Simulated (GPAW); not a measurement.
# Co (P6_3/mmc) in GPAW: single point with LDA

Aim: the single point of Co with LDA.

Program: GPAW 26.7.0. These are calculated values, not measurements. Logs are shortened: lines on timing, memory, paths and dates and some standing lists are left out, and cuts for length are marked. The log counts tension as positive stress, the text compression.

### 1 Starting point

Symmetry: P6_3/mmc, No. 194, hexagonal system. The conventional cell has a = 2.472 Å, b = 2.472 Å, c = 4.021 Å, α = 90.00°, β = 90.00°, γ = 120.00°. Around Co (site symmetry -6m2) lie 12 Co at 2.47 Å.

### 2 Single point, LDA, collinear spin, ferromagnetic start

Contents of run.py:

```python
from ase.dft.bandgap import bandgap
from ase.io import write
from ase.spacegroup import crystal
from ase.units import GPa
from gpaw import GPAW, PW

# Co 2c
atoms = crystal(['Co'],
                basis=[[0.6666666667, 0.3333333333, 0.75]],
                spacegroup=194, setting=1,  # P6_3/mmc
                cellpar=[2.4719999, 2.4719999, 4.02114408, 90.0, 90.0, 120.0],
                primitive_cell=True)
atoms.set_initial_magnetic_moments([3.0, 3.0])

calc = GPAW(mode=PW(500),
            xc='LDA',
            kpts={'size': (10, 10, 6), 'gamma': True},
            occupations={'name': 'fermi-dirac', 'width': 0.05},
            nbands=21,
            maxiter=120,
            txt='gpaw.txt')
atoms.calc = calc
energy = atoms.get_potential_energy()
forces = atoms.get_forces()
stress = atoms.get_stress()
calc.write('gs.gpw')
write('result.traj', atoms)
print(f'Energy: {energy:.6f} eV')
print('Forces (eV/A):')
print(forces.round(4))
print('Stress (GPa):', (stress / GPa).round(3))
print('Moments:', calc.get_magnetic_moments().round(3))
print('Fermi level:', round(calc.get_fermi_level(), 4), 'eV')
print(f'Gap: {bandgap(calc)[0]:.4f} eV, direct: {bandgap(calc, direct=True)[0]:.4f} eV')
```

Potentials or basis: the program's PAW data sets (release 1.2.1) made for this functional, pw.

On the command line:

```bash
OMP_NUM_THREADS=1 python run.py
```

gpaw.txt:

```text
__  _  _
 | _ |_)|_||  |
 |__||  | ||/\| - 26.7.0

Input parameters:
  mode=PW(ecut=500.0),
  kpts=MonkhorstPack(size=(10, 10, 6), gamma=True),
  maxiter=120,
  nbands=21,
  occupations=Occupations(name='fermi-dirac', width=0.05),
  xc=XC(name='LDA')

Diagonalizing LCAO Hamiltonian
Converting LCAO to pw mode

          Co

        Co

Atoms  # Å, Bohr magnetons
|   | symbol |         x |        y |        z |    initial magnetic moments |
|---|--------|-----------|----------|----------|-----------------------------|
| 0 |     Co |  1.236000 | 0.713605 | 3.015858 | ( 0.0000,  0.0000,  3.0000) |
| 1 |     Co | -0.000000 | 1.427210 | 1.005286 | ( 0.0000,  0.0000,  3.0000) |

Unit cell  # Å
| periodic |         x |        y |        z |  lengths |     angles |
|----------|-----------|----------|----------|----------|------------|
|      yes |  2.472000 | 0.000000 | 0.000000 | 2.472000 |  90.000000 |
|      yes | -1.236000 | 2.140815 | 0.000000 | 2.472000 |  90.000000 |
|      yes |  0.000000 | 0.000000 | 4.021144 | 4.021144 | 120.000000 |

Number of symmetries: 12
Symmetry operations  # r_c * U_cc + t_c -> r_c
|    | kind |            matrix            |
|----|------|------------------------------|
|  0 |  σ   |  1, 1, 0,  0,-1, 0,  0, 0, 1 |
|  1 |  S6  |  1, 1, 0, -1, 0, 0,  0, 0,-1 |
|  2 |  E   |  1, 0, 0,  0, 1, 0,  0, 0, 1 |
|  3 |  C2  |  1, 0, 0, -1,-1, 0,  0, 0,-1 |
|  4 |  C2  |  0, 1, 0,  1, 0, 0,  0, 0,-1 |
|  5 |  C3  |  0, 1, 0, -1,-1, 0,  0, 0, 1 |
|  6 |  S6  |  0,-1, 0,  1, 1, 0,  0, 0,-1 |
|  7 |  σ   |  0,-1, 0, -1, 0, 0,  0, 0, 1 |
|  8 |  σ   | -1, 0, 0,  1, 1, 0,  0, 0, 1 |
|  9 |  i   | -1, 0, 0,  0,-1, 0,  0, 0,-1 |
| 10 |  C3  | -1,-1, 0,  1, 0, 0,  0, 0, 1 |
| 11 |  C2  | -1,-1, 0,  0, 1, 0,  0, 0,-1 |

BZ-sampling:
  Number of BZ points: 600
  Number of IBZ points: 72

  Monkhorst-Pack size: [10, 10, 6]
  Monkhorst-Pack shift: [0.05, 0.05, 0.08333333333333333]

K-points  # in reciprocal-cell coordinates
|     |                                coordinates |     weight |
|-----|--------------------------------------------|------------|
|   0 | (  0.00000000,   0.00000000,   0.00000000) | 0.00166667 |
|   1 | (  0.00000000,   0.00000000,   0.16666667) | 0.00333333 |
|   2 | (  0.00000000,   0.00000000,   0.33333333) | 0.00333333 |
|   3 | (  0.00000000,   0.00000000,   0.50000000) | 0.00166667 |
|   4 | (  0.10000000,   0.00000000,  -0.33333333) | 0.01000000 |
|   5 | (  0.10000000,   0.00000000,  -0.16666667) | 0.01000000 |
|   6 | (  0.10000000,   0.00000000,   0.00000000) | 0.01000000 |
|   7 | (  0.10000000,   0.00000000,   0.16666667) | 0.01000000 |
|   8 | (  0.10000000,   0.00000000,   0.33333333) | 0.01000000 |
|   9 | (  0.10000000,   0.00000000,   0.50000000) | 0.01000000 |
| ... |                                            |            |
|  71 | (  0.50000000,   0.50000000,   0.50000000) | 0.00500000 |

Plane wave coefficients: 561
Cutoff: 500.0 eV

Spin-components: 2 (collinear spins)
Bands:           21
Projectors:      12
Spin-degeneracy: 1
Datatype:        complex128

Parallelization:
  kpt:    1
  domain: 1
  band:   1

Density:
  Valence electrons: 18.0
  Components: 2
  Grid points: [14 14 21]
  Charge: 0.0  # |e|

Potential:
  Grid points: [14 14 21]

species:
  Co:
    name:    Cobalt
    Z:       27.0
    valence: 9
    core:    18
    charge:  0.0  # [|e|]
    compensation charges:
      type: gauss
      rc: 0.32  # [Å]
      lmax: 2
    cutoffs:
      filter: 1.87  # [Å]
      core: 2.55  # [Å]
    projectors
    | kind |    occ | energy [eV] | rcut [Å] |
    |------|--------|-------------|----------|
    |   4s |  2.000 |      -5.672 |    1.005 |
    |   4p |  0.000 |      -1.387 |    1.058 |
    |   3d |  7.000 |      -8.461 |    1.005 |
    |    s |        |      21.539 |    1.005 |
    |    p |        |      25.825 |    1.058 |
    |    d |        |      18.750 |    1.005 |

    Using partial waves for Co as LCAO basis

Reference energy: -75676.533408  # eV

eigensolver:
  PPCG
  Converge bands: occupied
  niter=2

density mixing:
  MSR1-Mixer
  Pratt-step length: 0.05
  Maximum mixing coefficient: 0.75
  Old densities: 10
  SVD Regularization: 0.005
  Good broyden scale: 1.0
  Trust region scale: 1.0
  Backstep threshold: 4.0
  History deletion threshold: 6.0
  Fourier metric: weight=20.0, sigma=0.015

occupation numbers:
  Fermi-Dirac:
    width: 0.0500  # eV

poisson solver:
  ecut: 4000.0  # eV

xc functional:
  name: None

convergence criteria:
- Maximum [total energy] change in last 3 cyles: 0.0005 eV / valence electron
- Maximum integral of absolute [dens]ity change: 0.0001 electrons / valence electron
- Maximum integral of absolute [eigenst]ate change: 4e-08 eV^2 / valence electron
maximum number of iterations: 120

SCF iterations
|iter     | |      energy | eigst |  dens |  magmom |
|---------|-|-------------|-------|-------|---------|
|iter:   1| |  -18.122432 | +0.38 |       |  +6.0083|
|iter:   2| |  -18.145817 | -2.08 | -0.78 |  +5.8890|
|iter:   3| |  -18.579641 | -2.64 | -0.82 |  +4.2846|
|iter:   4| |  -18.642685 | -2.77 | -1.19 |  +3.1451|
|iter:   5| |  -18.644141 | -4.49 | -2.13 |  +3.1725|
|iter:   6| |  -18.644477c| -4.92 | -2.43 |  +3.1998|
|iter:   7| |  -18.644481c| -6.13 | -3.18 |  +3.2030|
|iter:   8| |  -18.644484c| -6.98 | -3.48 |  +3.2057|
|iter:   9| |  -18.644484c| -7.78c| -4.12c|  +3.2064|

Converged in 9 steps
Energy contributions relative to reference atoms: (reference = -75676.533408)

Energy contributions:
  Kinetic:          16.984501
  Coulomb:         -13.804512
  Zero:              0.140399
  External:          0.000000
  Xc:              -21.956285
  Entropy:          -0.017175
  Spinorbit:         0.000000
  ----------------------------
  Free energy:     -18.653072
  Extrapolated:    -18.644484

dipole moment: (-0.000001, -0.000002, -0.000003)  # |e|*Ang

Total magnetic moment: (0.000000, 0.000000, 3.206398)

Local magnetic moments
|        x |        y |        z |
|----------|----------|----------|
| 0.000000 | 0.000000 | 1.641850 |  # Co   0
| 0.000000 | 0.000000 | 1.641850 |  # Co   1

Fermi level: 10.438
Eigenvalues  # (at kpt = [0.000, 0.000, 0.000])
| band index |      eig [eV] | occ [0-1] |      eig [eV] | occ [0-1] |
|------------|---------------|-----------|---------------|-----------|
|          0 |         1.289 |     1.000 |         1.475 |     1.000 |
|        ... |               |           |               |           |
|          3 |         7.940 |     1.000 |         9.464 |     1.000 |
|          4 |         7.940 |     1.000 |         9.464 |     1.000 |
|          5 |         8.266 |     1.000 |         9.838 |     1.000 |
|          6 |         8.266 |     1.000 |         9.838 |     1.000 |
|          7 |         8.662 |     1.000 |        10.295 |     0.945 |
|          8 |         8.662 |     1.000 |        10.295 |     0.945 |
|          9 |         9.807 |     1.000 |        10.341 |     0.872 |
|         10 |         9.807 |     1.000 |        11.547 |     0.000 |
|         11 |        10.185 |     0.994 |        11.547 |     0.000 |
|         12 |        16.898 |     0.000 |        17.948 |     0.000 |
|         13 |        33.002 |     0.000 |        33.001 |     0.000 |
|         14 |        35.336 |     0.000 |        35.810 |     0.000 |
|         15 |        35.336 |     0.000 |        35.810 |     0.000 |
|         16 |        36.142 |     0.000 |        36.235 |     0.000 |
|         17 |        36.343 |     0.000 |        36.372 |     0.000 |
|         18 |        36.559 |     0.000 |        37.049 |     0.000 |
|        ... |               |           |               |           |
|         20 |        39.877 |     0.000 |        41.133 |     0.000 |

No gap
No difference between direct/indirect transitions

Forces  # eV/Ang
|        x |        y |        z |
|----------|----------|----------|
| -0.00000 | -0.00000 | -0.00065 |  # Co   0
| -0.00000 |  0.00000 |  0.00065 |  # Co   1

Stress tensor  # eV/Ang^3
|         x |         y |        z |
|-----------|-----------|----------|
|  0.115545 | -0.000000 | 0.000000 |
| -0.000000 |  0.115545 | 0.000000 |
|  0.000000 |  0.000000 | 0.131954 |

# Writing to gs.gpw (mode='')
```

It took 35 s on 1 thread of Arm Neoverse V1, shared host; peak memory 0.16 GiB.

Results:

- Free energy: -18.6531 eV
- Pressure: -19.4 GPa
- Band gap on the k mesh: none (metal or under the smearing width)
- Net moment: 3.21 μB per cell
- Site moments: Co +1.64 μB

Stress tensor (GPa, compression positive):
```
-18.51   0.00   0.00
  0.00 -18.51   0.00
  0.00   0.00 -21.14
```

Caveat: the cutoff is short for stress and forces, so pressures can be off by a GPa or more; so large a pressure means that the cell lies far from this level's equilibrium, or that cutoff or potentials fall short.
